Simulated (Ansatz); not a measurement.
## Dielectric response of BeS (110) films

Wanted: ε of zincblende BeS (110) by finite fields on slabs, and the band edges against the vacuum where run.

Main program and level: Ansatz 0.2.0; plane-wave DFT, PBE, Ansatz PAW (set soft_1); PAW set soft_1, in the first sound run; inputs show where later runs differ.

## Step 1: Set-up

The cell holds 10 atoms: 5 Be and 5 S. Cell: a = 3.444 Å, b = 4.870 Å, c = 24.887 Å, α = 90.0°, β = 90.0°, γ = 90.0°. It derives from BeS (zincblende BeS). Vacuum lies along c.

## Step 2: Relaxation, 10 atoms, units 5

The structure is relaxed first, because levels and dipoles at a surface follow the positions of the outer atoms.

File input.yaml:

```yaml
crystal:
  lattice:
    - [3.44361002, 0.0, 0.0]
    - [0.0, 4.87, 0.0]
    - [0.0, 0.0, 24.8872200488]
  atoms:
    - { symbol: Be, position: [0.5, 0.5, 0.3616313908] }
    - { symbol: S, position: [0.0, 0.75, 0.3616313908] }
    - { symbol: Be, position: [0.0, 0.0, 0.4308156954] }
    - { symbol: S, position: [0.5, 0.25, 0.4308156954] }
    - { symbol: Be, position: [0.5, 0.5, 0.5] }
    - { symbol: S, position: [0.0, 0.75, 0.5] }
    - { symbol: Be, position: [0.0, 0.0, 0.5691843046] }
    - { symbol: S, position: [0.5, 0.25, 0.5691843046] }
    - { symbol: Be, position: [0.5, 0.5, 0.6383686092] }
    - { symbol: S, position: [0.0, 0.75, 0.6383686092] }
kpoints:
  mp_grid: { grid: [8, 6, 1] }
hamiltonian:
  xc: pbe
  pseudopotentials: { kind: paw, azcp: { folder: soft_1 } }
scf:
  occupations: { method: fixed }
  convergence: { dr2_threshold: 1.0e-09 }
efield:
  axis: 3
  dipole_correction: true
  ramp_position: 0.97
  ramp_width: 0.06
relax:
  f_tol: 0.003
  max_steps: 100
output:
  write_potential: true
  write_density: true
  volumetric_format: npy
```

On the command line:

```console
$ ansatz run input.yaml --threads 4 --pin off --max-ram 8192MiB --backend cpu --events-out ev --progress --plain --runs-dir out
```

Numbers of over 12 decimals in the logs are rounded to 6 here.

Log:

```text
Engine: ansatz 0.2.0, aarch64-unknown-linux-gnu
Pseudopotentials: kind: paw
Pseudopotential: Be, paw, valence charge 2, recommended cutoff 420 eV (normal), soft_1/Be.paw.azcp
Pseudopotential: S, paw, valence charge 6, recommended cutoff 420 eV (normal), soft_1/S.paw.azcp
Functional definition: PBE
  parameter kappa = 0.804
  parameter beta = 0.066725
  exchange = pbe_x(kappa = kappa, mu = beta*pi^2/3)
  correlation = pbe_c(beta = beta)
Crystal: 10 atoms, lattice volume = 417.368 Å³
Basis set: ecut = 420 eV, 8097 PW (Γ), exchange–correlation on 48×72×360 points (8 copies of the dense FFT grid, shifted against one another)
Bands: 30, of which v1, the nominal top of the filled ones, is band 20 counted from 1 (19 counted from 0)
Symmetry: 2 space group operations
k-points: 20 of 48 (time reversal used)
Non-local potential: Be, projectors of the file, l = 0: 2, l = 1: 2, l = 2: 1
Non-local potential: S, projectors of the file, l = 0: 2, l = 1: 2, l = 2: 1
PAW form: soft (Blöchl's): semilocal exchange-correlation on the pseudo side does not see the compensation charge
PAW one-centre angular grid: Be, 110 points (default); XC on 64 Gauss nodes
PAW one-centre angular grid: S, 110 points (default); XC on 64 Gauss nodes
Initial density: superposition of atomic densities (neutral atoms: chi_scale 0, normalization atom)
Initial wavefunctions: pseudopotential atomic-orbital guess
Functional: x = pbe(κ = 0.804, μ = 0.219515), c = pbe(β = 0.066725)
SCF iter   1: F=—  HF=-4983.975074 eV  |F-HF|=—  |Δ(HF+E_count)|=         —  Δρ=2.86e-2  dr2=5.59e0  ethr=3.10e-3  p=0.000 e·Å  D=6.81e-15 V/Å  ΔV_dip=-0.00 eV  dr2_dipole=4.30e-10  V_vac-E_F(+/−)=8.18/8.18 eV  ⟨swp⟩=6.2  Hψ=3251  notcnv=0  defer=155
efield: sawtooth ramp at fractional position 0.9700 (set: `efield.ramp_position`, or a place that a band, a saddle search or an elastic batch's reference lends), width 0.0600; the density the first Hamiltonian is built on has a dipole p = 0.000 e·Å; the dipole correction subtracts the counter field D = 6.81e-15 V/Å, which shifts the + side's vacuum level by -0.00 eV against the − side's; the planar-averaged density in the ramp window peaks in size at 5.8e-9 e/Å³
preconditioner: auto → Resta (q_TF=auto, 1.846 Å⁻¹)  ε∞=2.1  [insulator: Δε(μ)=3.746 eV  Ē_g=11.031 eV  n_scr=42 (ndim 8)  ℏωp=11.5 eV  f_vac=0.560  ε∞_Penn≈2.1  vacuum switching on, ρ_ref=8.8e-3 e/Å³]
SCF iter   2: F=—  HF=-4982.515725 eV  |F-HF|=—  |Δ(HF+E_count)|=    1.46e0  Δρ=1.38e-2  dr2=8.76e-1  ethr=3.10e-3  p=-0.000 e·Å  D=-4.72e-6 V/Å  ΔV_dip=0.00 eV  dr2_dipole=1.76e-9  V_vac-E_F(+/−)=6.27/6.27 eV  ⟨swp⟩=3.3  Hψ=1197  notcnv=0  defer=160
density mixer auto → msr1: gapped (density of states about μ 0.01 of a free-electron gas's, 42 screened modes)
SCF iter   3: F=—  HF=-4982.381746 eV  |F-HF|=—  |Δ(HF+E_count)|=   1.34e-1  Δρ=3.91e-3  dr2=1.25e-1  ethr=2.19e-3  p=0.000 e·Å  D=1.36e-5 V/Å  ΔV_dip=-0.00 eV  dr2_dipole=6.66e-9  V_vac-E_F(+/−)=5.94/5.94 eV  ⟨swp⟩=3.0  Hψ=856  notcnv=0  defer=160
SCF iter   4: F=—  HF=-4982.379806 eV  |F-HF|=—  |Δ(HF+E_count)|=   1.94e-3  Δρ=1.01e-3  dr2=1.26e-2  ethr=3.12e-4  p=-0.000 e·Å  D=-1.05e-5 V/Å  ΔV_dip=0.00 eV  dr2_dipole=2.22e-9  V_vac-E_F(+/−)=5.53/5.53 eV  ⟨swp⟩=3.5  Hψ=1010  notcnv=0  defer=160
SCF iter   5: F=—  HF=-4982.380434 eV  |F-HF|=—  |Δ(HF+E_count)|=   6.27e-4  Δρ=4.28e-4  dr2=6.52e-4  ethr=3.14e-5  p=-0.000 e·Å  D=-2.57e-7 V/Å  ΔV_dip=0.00 eV  dr2_dipole=8.33e-12  V_vac-E_F(+/−)=5.58/5.58 eV  ⟨swp⟩=3.3  Hψ=952  notcnv=0  defer=160
SCF iter   6: F=—  HF=-4982.381154 eV  |F-HF|=—  |Δ(HF+E_count)|=   7.20e-4  Δρ=1.10e-4  dr2=5.82e-5  ethr=1.63e-6  p=-0.000 e·Å  D=-2.34e-8 V/Å  ΔV_dip=0.00 eV  dr2_dipole=4.37e-12  V_vac-E_F(+/−)=5.57/5.57 eV  ⟨swp⟩=2.0  Hψ=932  notcnv=0  defer=160
SCF iter   7: F=—  HF=-4982.381190 eV  |F-HF|=—  |Δ(HF+E_count)|=   3.60e-5  Δρ=2.05e-5  dr2=1.57e-6  ethr=1.45e-7  p=0.000 e·Å  D=4.81e-7 V/Å  ΔV_dip=-0.00 eV  dr2_dipole=6.42e-12  V_vac-E_F(+/−)=5.57/5.57 eV  ⟨swp⟩=2.0  Hψ=869  notcnv=0  defer=160
SCF iter   8: F=—  HF=-4982.381215 eV  |F-HF|=—  |Δ(HF+E_count)|=   2.50e-5  Δρ=5.54e-6  dr2=1.46e-7  ethr=3.92e-9  p=-0.000 e·Å  D=-3.84e-7 V/Å  ΔV_dip=0.00 eV  dr2_dipole=9.12e-12  V_vac-E_F(+/−)=5.57/5.57 eV  ⟨swp⟩=2.0  Hψ=997  notcnv=0  defer=158
SCF iter   9: F=—  HF=-4982.381215 eV  |F-HF|=—  |Δ(HF+E_count)|=   1.64e-7  Δρ=1.40e-6  dr2=1.12e-8  ethr=3.66e-10  p=0.000 e·Å  D=6.81e-7 V/Å  ΔV_dip=-0.00 eV  dr2_dipole=1.82e-11  V_vac-E_F(+/−)=5.57/5.57 eV  ⟨swp⟩=2.0  Hψ=912  notcnv=0  defer=158
SCF iter  10: F=-4982.381215 eV  HF=-4982.381215 eV  |F-HF|=3.21e-10  |Δ(HF+E_count)|=   7.43e-9  Δρ=3.50e-7  dr2=6.66e-10  ethr=2.50e-12  p=-0.000 e·Å  D=-7.72e-7 V/Å  ΔV_dip=0.00 eV  dr2_dipole=2.59e-11  V_vac-E_F(+/−)=5.57/5.57 eV  ⟨swp⟩=10.0  Hψ=3958  notcnv=0
SCF 1 converged in 10 iterations: F = -4982.381215 eV  dr2 = 6.66e-10
  greatest PAW one-centre occupation: 0.846 electrons in one spin orbital (limit 2), on the S atom at site 1 (counted from 0), in its partial waves of l = 0
relax step   1: F+E_penalty+E_count = -4982.38121473 eV  Δ(F+E_penalty+E_count) = +0.000e0 eV  max|allowed force component| = 1.667e0 eV/Å  Δτ_max = 0.0000 Å  (10 SCF iters, accepted)
Initial density: handed on by an earlier stage of this run
Initial wavefunctions: those handed on with the density
iter 1 solved again at ethr=2.41e-4 eV; its pass at ethr=3.10e-3 eV (dr2=9.64e-2 eV) is discarded
SCF iter   1: F=—  HF=-4983.138731 eV  |F-HF|=—  |Δ(HF+E_count)|=         —  Δρ=4.39e-3  dr2=9.52e-2  ethr=2.41e-4  p=-0.000 e·Å  D=-7.72e-7 V/Å  ΔV_dip=0.00 eV  dr2_dipole=4.34e-12  V_vac-E_F(+/−)=5.65/5.65 eV  ⟨swp⟩=1.3  Hψ=3326  notcnv=0  defer=157
efield: sawtooth ramp at fractional position 0.9700 (set: `efield.ramp_position`, or a place that a band, a saddle search or an elastic batch's reference lends), width 0.0600; the density the first Hamiltonian is built on has a dipole p = -0.000 e·Å; the dipole correction subtracts the counter field D = -7.72e-7 V/Å, which shifts the + side's vacuum level by +0.00 eV against the − side's; the planar-averaged density in the ramp window peaks in size at 2.3e-8 e/Å³
preconditioner: auto → Resta (q_TF=auto, 1.846 Å⁻¹)  ε∞=2.2  [insulator: Δε(μ)=3.033 eV  Ē_g=10.491 eV  n_scr=42 (ndim 8)  ℏωp=11.5 eV  f_vac=0.589  ε∞_Penn≈2.2  vacuum switching on, ρ_ref=8.0e-3 e/Å³]
[...]
relax step   3: F+E_penalty+E_count = -4983.50505019 eV  Δ(F+E_penalty+E_count) = -2.957e-1 eV  max|allowed force component| = 2.029e-1 eV/Å  Δτ_max = 0.1954 Å  (9 SCF iters, accepted)
[...]
relax step   4: F+E_penalty+E_count = -4983.52436702 eV  Δ(F+E_penalty+E_count) = -1.932e-2 eV  max|allowed force component| = 4.260e-2 eV/Å  Δτ_max = 0.0667 Å  (9 SCF iters, accepted)
[...]
relax step   5: F+E_penalty+E_count = -4983.52430904 eV  Δ(F+E_penalty+E_count) = +5.798e-5 eV  max|allowed force component| = 4.595e-2 eV/Å  Δτ_max = 0.0111 Å  (7 SCF iters, rejected (line search))
SCF iter   1: F=—  HF=-4983.524820 eV  |F-HF|=—  |Δ(HF+E_count)|=         —  Δρ=2.47e-4  dr2=2.65e-4  ethr=7.24e-6  p=-0.000 e·Å  D=-1.52e-7 V/Å  ΔV_dip=0.00 eV  dr2_dipole=6.97e-13  V_vac-E_F(+/−)=6.52/6.52 eV  ⟨swp⟩=3.4  Hψ=1574  notcnv=0  defer=160
efield: sawtooth ramp at fractional position 0.9700 (set: `efield.ramp_position`, or a place that a band, a saddle search or an elastic batch's reference lends), width 0.0600; the density the first Hamiltonian is built on has a dipole p = -0.000 e·Å; the dipole correction subtracts the counter field D = -1.52e-7 V/Å, which shifts the + side's vacuum level by +0.00 eV against the − side's; the planar-averaged density in the ramp window peaks in size at 6.9e-9 e/Å³
preconditioner: auto → Resta (q_TF=auto, 1.846 Å⁻¹)  ε∞=2.2  [insulator: Δε(μ)=2.704 eV  Ē_g=10.665 eV  n_scr=42 (ndim 8)  ℏωp=11.5 eV  f_vac=0.587  ε∞_Penn≈2.2  vacuum switching on, ρ_ref=8.2e-3 e/Å³]
SCF iter   2: F=—  HF=-4983.524774 eV  |F-HF|=—  |Δ(HF+E_count)|=   4.61e-5  Δρ=1.22e-4  dr2=4.68e-5  ethr=6.63e-7  p=0.000 e·Å  D=2.83e-8 V/Å  ΔV_dip=-0.00 eV  dr2_dipole=5.02e-15  V_vac-E_F(+/−)=6.52/6.52 eV  ⟨swp⟩=2.4  Hψ=1016  notcnv=0  defer=159  κ⁻¹=1.0e0(r=1)
density mixer auto → broyden: gapped, where msr1 would fit the directions that read negative (density of states about μ 0.01 of a free-electron gas's, 42 screened modes)
SCF iter   3: F=—  HF=-4983.524773 eV  |F-HF|=—  |Δ(HF+E_count)|=   7.05e-7  Δρ=4.50e-5  dr2=6.01e-6  ethr=1.17e-7  p=0.000 e·Å  D=1.11e-8 V/Å  ΔV_dip=-0.00 eV  dr2_dipole=6.14e-18  V_vac-E_F(+/−)=6.52/6.52 eV  ⟨swp⟩=2.5  Hψ=877  notcnv=0  defer=152  κ⁻¹=8.9e-2(r=2)
SCF iter   4: F=—  HF=-4983.524773 eV  |F-HF|=—  |Δ(HF+E_count)|=   4.74e-7  Δρ=1.20e-5  dr2=5.71e-7  ethr=1.50e-8  p=0.000 e·Å  D=4.13e-9 V/Å  ΔV_dip=-0.00 eV  dr2_dipole=2.40e-14  V_vac-E_F(+/−)=6.52/6.52 eV  ⟨swp⟩=2.1  Hψ=914  notcnv=0  defer=80  κ⁻¹=1.9e-2(r=3)
SCF iter   5: F=—  HF=-4983.524796 eV  |F-HF|=—  |Δ(HF+E_count)|=   2.39e-5  Δρ=3.51e-6  dr2=4.61e-8  ethr=1.43e-9  p=-0.000 e·Å  D=-3.40e-8 V/Å  ΔV_dip=0.00 eV  dr2_dipole=1.07e-14  V_vac-E_F(+/−)=6.52/6.52 eV  ⟨swp⟩=2.7  Hψ=913  notcnv=0  defer=76  κ⁻¹=9.5e-4(r=4)
SCF iter   6: F=—  HF=-4983.524797 eV  |F-HF|=—  |Δ(HF+E_count)|=   2.99e-8  Δρ=1.27e-6  dr2=4.96e-9  ethr=1.15e-10  p=-0.000 e·Å  D=-3.91e-9 V/Å  ΔV_dip=0.00 eV  dr2_dipole=6.94e-16  V_vac-E_F(+/−)=6.52/6.52 eV  ⟨swp⟩=2.9  Hψ=975  notcnv=0  defer=76  κ⁻¹=5.0e-5(r=5)
SCF iter   7: F=-4983.524797 eV  HF=-4983.524797 eV  |F-HF|=2.70e-10  |Δ(HF+E_count)|=   5.15e-9  Δρ=2.79e-7  dr2=2.50e-10  ethr=2.50e-12  p=-0.000 e·Å  D=-1.04e-8 V/Å  ΔV_dip=0.00 eV  dr2_dipole=3.82e-15  V_vac-E_F(+/−)=6.52/6.52 eV  ⟨swp⟩=9.0  Hψ=3637  notcnv=0
SCF 6 converged in 7 iterations: F = -4983.524797 eV  dr2 = 2.50e-10
relax step   6: F+E_penalty+E_count = -4983.52479653 eV  Δ(F+E_penalty+E_count) = -4.295e-4 eV  max|allowed force component| = 1.755e-3 eV/Å  Δτ_max = 0.0044 Å  (7 SCF iters, accepted)
NSCF: frozen V_eff on 20 k-points
the band table was solved once a step of the walk had ended and its energy, with any forces and stress, was formed, with the checks that follow a solve (4998 applications of the Hamiltonian). They found nothing against the state; the energy, forces and stress were not computed again (output.eigenvalues in the input reference)
WARN: The output density's exchange-correlation potential varies sharply where the density is thin. Do not read a vacuum level from v_tot or v_xc, or from such a field of the output density. On a cell that repeats whose density bears no net charge and no dipole along the vacuum's axis use v_es (v_loc + v_h of the components); under efield.dipole_correction with no amplitude use v_es + v_field, which holds any externa [...]
SCF converged after 7 iterations
Stability not checked: this state was not tested for a lower state beside it, because the mixer in use, unlike msr1, does not test its closes by its own steps (another_mixer; see scf.mixing.algorithm and scf.lower_state_search)
Free energy (F): -4983.524797 eV
Harris-Foulkes:  -4983.524797 eV  (|F-HF|=2.70e-10)
Internal energy: -4983.524797 eV  (E = F + TS)
E sigma→0 (E₀):  -4983.524797 eV
Fermi energy:    -2.516260 eV
Dipole field:    D = 0.000000 V/Å  (p = 0.000000 e·Å, saw-weighted, corrected)
Work function:   Φ+ = 6.5221 eV   Φ− = 6.5221 eV
Levels:          The Fermi level and band energies are counted from a zero that moves with the ramp; work functions are not
--- Per-component energies (eV) ---
  E_band       = -290.689820
  E_kinetic    = 630.835928
  E_local      = -16048.259909  (includes V_loc(G=0)·N_el)
  E_nonlocal   = 191.213441
  E_hartree    = 7753.582619
  E_xc         = -545.947441
  E_vxc        = -515.964885  (∫ρ·V_xc dr)
  E_paw        = -3337.026717  (= ΣΔE_a)
  E_vpaw       = -55.679723  (= ΣTr[D̂ρ^β])
  E_aug_tail   = -0.000003  (compensation charges beyond the density's cutoff)
  E_efield     = 0.000000  (sawtooth field / dipole correction)
  E_vefield    = 0.000000  (∫n·V_field dr)
  E_ewald      = 6372.077285
  E_smearing   = -0.000000  (= −TS)
  E_closure    = -0.000000  (closes the sum)
  Σ components = -4983.524797   (vs F -4983.524797, Δ=0.00e0)
--- Forces (eV/Å), atoms counted from 1 ---
  atom   1  Be     0.00000000    -0.00019627     0.00165911
  atom   2  S     -0.00000000     0.00163391    -0.00159872
  atom   3  Be    -0.00000000    -0.00175478    -0.00116275
  atom   4  S      0.00000000     0.00070284    -0.00074967
  atom   5  Be    -0.00000000     0.00090926     0.00000005
  atom   6  S      0.00000000    -0.00167841    -0.00000006
  atom   7  Be    -0.00000000    -0.00175470     0.00116286
  atom   8  S      0.00000000     0.00070292     0.00074951
  atom   9  Be     0.00000000    -0.00019629    -0.00165909
  atom  10  S     -0.00000000     0.00163389     0.00159869
  max |Σ_I F_I| component: 2.35e-6 eV/Å
--- Band table (eV; the first three rows and the last of 20) ---
  k-point 0: bands = [... 16 lower, -2.8815, -2.8496, -2.6734, -2.5163, 1.0566, 2.2471, 2.2576, 2.6892, ... 6 higher]
  k-point 1: bands = [... 16 lower, -2.9911, -2.9272, -2.7453, -2.7002, 1.2308, 2.3590, 2.4129, 2.6561, ... 6 higher]
  k-point 2: bands = [... 16 lower, -3.2800, -3.2736, -3.1005, -2.7166, 1.6459, 2.5165, 2.5434, 2.9506, ... 6 higher]
  k-point 19: bands = [... 16 lower, -3.8621, -3.8558, -3.1156, -2.9021, 1.6329, 2.0679, 3.5240, 3.5368, ... 6 higher]
--- Relaxed structure (6 steps of the walk, 5 accepted, 0 SCFs on fresh bases) ---
  F+E_penalty+E_count = -4983.52479653 eV   max|allowed force component| = 1.755e-3 eV/Å
  atoms:
    - { symbol: Be, position: [0.5, 0.551564, 0.377070] }
    - { symbol: S, position: [-3.1353239502354066e-18, 0.745459, 0.357724] }
    - { symbol: Be, position: [-2.0023690293338617e-18, -0.017290, 0.428320] }
    - { symbol: S, position: [0.5, 0.233586, 0.430549] }
    - { symbol: Be, position: [0.5, 0.485010, 0.500000] }
    - { symbol: S, position: [0, 0.738353, 0.500000] }
    - { symbol: Be, position: [2.0023687084584835e-18, -0.017290, 0.571680] }
    - { symbol: S, position: [0.5, 0.233586, 0.569451] }
    - { symbol: Be, position: [0.5, 0.551564, 0.622930] }
    - { symbol: S, position: [3.1353237921041614e-18, 0.745459, 0.642276] }
```

Elapsed: 55 s, on 4 threads of Arm Neoverse N1, shared host; peak memory 0.75 GiB.

The steps of the relaxation:

| step | energy less that of the first step (eV) | largest force component (eV/Å) |
| --- | --- | --- |
| 1 | 0.0000 | 1.6665 |
| 2 | -0.8282 | 0.8383 |
| 3 | -1.1238 | 0.2029 |
| 4 | -1.1432 | 0.0426 |
| 5 | -1.1431 | 0.0459 |
| 6 | -1.1436 | 0.0018 |

Relaxation step 5 was tried and not accepted.

The run keeps the 2 symmetry operations that it works with, so distortions that break them were not tested.

The atoms that moved most (Å):

| atom | dx | dy | dz | length |
| --- | --- | --- | --- | --- |
| Be1 | 0.000 | 0.251 | 0.384 | 0.459 |
| Be9 | 0.000 | 0.251 | -0.384 | 0.459 |
| Be7 | 0.000 | -0.084 | 0.062 | 0.105 |
| Be3 | 0.000 | -0.084 | -0.062 | 0.105 |
| S2 | 0.000 | -0.022 | -0.097 | 0.100 |
| S10 | 0.000 | -0.022 | 0.097 | 0.100 |
| S8 | 0.000 | -0.080 | 0.007 | 0.080 |
| S4 | 0.000 | -0.080 | -0.007 | 0.080 |

This step gave:

| Property | Result |
| --- | --- |
| gap on the k-mesh | 2.707 eV |
| dipole along the normal | 1.09e-7 e·Å |
| ionisation energy, upper face | 6.522 eV |
| electron affinity, upper face | 3.815 eV |

Running mean over 1.722 Å of the planar mean; the ramp of the sawtooth is left out. Electron's electrostatic potential energy less the highest filled level against z:

| z (Å) | electron's electrostatic potential energy less the highest filled level (eV) |
| --- | --- |
| 3.5 | 6.52 |
| 4.0 | 6.52 |
| 4.5 | 6.52 |
| 5.0 | 6.52 |
| 5.5 | 6.52 |
| 6.0 | 6.51 |
| 6.5 | 6.47 |
| 7.0 | 6.29 |
| 7.5 | 5.46 |
| 8.0 | 3.25 |
| 8.5 | 0.285 |
| 9.0 | -1.76 |
| 9.5 | -2.67 |
| 10.0 | -3.36 |
| 10.5 | -3.27 |
| 11.0 | -2.87 |
| 11.5 | -2.63 |
| 12.0 | -2.63 |
| 12.5 | -2.66 |
| 13.0 | -2.61 |
| 13.5 | -2.67 |
| 14.0 | -2.95 |
| 14.5 | -3.34 |
| 15.0 | -3.26 |
| 15.5 | -2.47 |
| 16.0 | -1.44 |
| 16.5 | 0.942 |
| 17.0 | 3.85 |
| 17.5 | 5.76 |
| 18.0 | 6.36 |
| 18.5 | 6.49 |
| 19.0 | 6.51 |
| 19.5 | 6.52 |
| 20.0 | 6.52 |
| 20.5 | 6.52 |
| 21.0 | 6.52 |
| 21.5 | 6.52 |

The relaxation took 6 steps and lowered the energy by 1.1 eV; the largest force on the free atoms ends at 0.0018 eV/Å.

The gap is 2.71 eV, with the valence edge 6.52 eV and the conduction edge 3.81 eV under the upper vacuum level.

(Continued in part 2 of 5.)

[Logs are printed without paths, hosts, clocks, repeated set-up lines and the standing remarks that a program may print on its own settings, such as how far it seeks lower states.]

[Hosts, paths, dates, database ids (printed as entryN), source tags and the programs' standing remarks are cut or masked in the printed files.]

[Maps of the electrostatic potential energy from Ansatz leave out the sawtooth potential of an applied field or a dipole correction, so their vacuum need not be flat; planar profiles and work functions include it.]
